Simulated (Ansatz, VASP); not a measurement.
**One calculation of Pd, two programs**

```
Pd
1.0
    -1.52789    1.52789    1.52789
     1.52789   -1.52789    1.52789
     1.52789    1.52789   -1.52789
Pd
1
Direct
  0.00000 0.00000 0.00000
```

This isn't the form of Pd at room conditions, which is fcc.

Alike in both runs: task single point; functional LDA; k mesh 24 × 24 × 24; occupations fermi-dirac, width 0.05 eV; collinear spin.

```csv
,VASP,Ansatz
version,VASP 6.6.1,Ansatz 0.2.0
potentials or method,"VASP PAW LDA potentials, release 64 (Pd)","plane waves (420 eV) with PAW, scalar-relativistic"
plane-wave cutoff (eV),520,420
valence electrons in the cell,10,18
```

|  | VASP | Ansatz | Ansatz less VASP |
| --- | --- | --- | --- |
| net moment per atom (μB) | 0.00 | 0.00 | 0.000 |

The two sets of potentials don't hold the same shells in valence. Ansatz warned: «pseudo_functional_mismatch».
